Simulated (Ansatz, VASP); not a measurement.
Rb: VASP beside Ansatz

The input INCAR:

```
SYSTEM = Rb
  ALGO = Normal
  EDIFF = 1E-6
  ENCUT = 520
  ISIF = 2
  ISMEAR = -1
  LASPH = .TRUE.
  LCHARG = .FALSE.
  LREAL = .FALSE.
  LWAVE = .FALSE.
  NBANDS = 10
  NELM = 100
  PREC = Accurate
  SIGMA = 0.05
```

The input KPOINTS:

```
k-points
0
G
  11 11 11
  0 0 0
```

Contents of POSCAR:

```
Rb
1.0
   -2.2399781434      2.2399781434      2.2399781434
    2.2399781434     -2.2399781434      2.2399781434
    2.2399781434      2.2399781434     -2.2399781434
Rb
1
Direct
    0.0000000000      0.0000000000      0.0000000000
```

Input for Ansatz:

```yaml
crystal:
  lattice:
    - [-2.2399781434, 2.2399781434, 2.2399781434]
    - [2.2399781434, -2.2399781434, 2.2399781434]
    - [2.2399781434, 2.2399781434, -2.2399781434]
  atoms:
    - { symbol: Rb, position: [0.0, 0.0, 0.0] }
kpoints:
  mp_grid: { grid: [11, 11, 11] }
scf:
  occupations: { method: fermi_dirac, width: 0.05 }
hamiltonian:
  xc: lda
  pseudopotentials: { kind: all_electron, lapw: { basis_error: 0.001 } }
output:
  forces: true
  stress: true
  eigenvalues: true
  populations: true
```

Change from the starting cell: volume scaled by 0.58, LAPW.

Alike in both runs: task single point; functional LDA; k mesh 11 × 11 × 11; occupations fermi-dirac, width 0.05 eV; no spin polarisation.

|  | VASP | Ansatz |
| --- | --- | --- |
| version | VASP 6.6.1 | Ansatz 0.2.0 |
| potentials or method | VASP PAW LDA potentials, release 64 (Rb_sv) | all-electron LAPW, scalar-relativistic |
| plane-wave cutoff (eV) | 520 | see its input |

```csv
,VASP,Ansatz,Ansatz less VASP
pressure (GPa),5.1,5.1,-0.01
```

Ansatz ran all-electron here, so the differences hold the error of VASP's frozen core and of both bases.
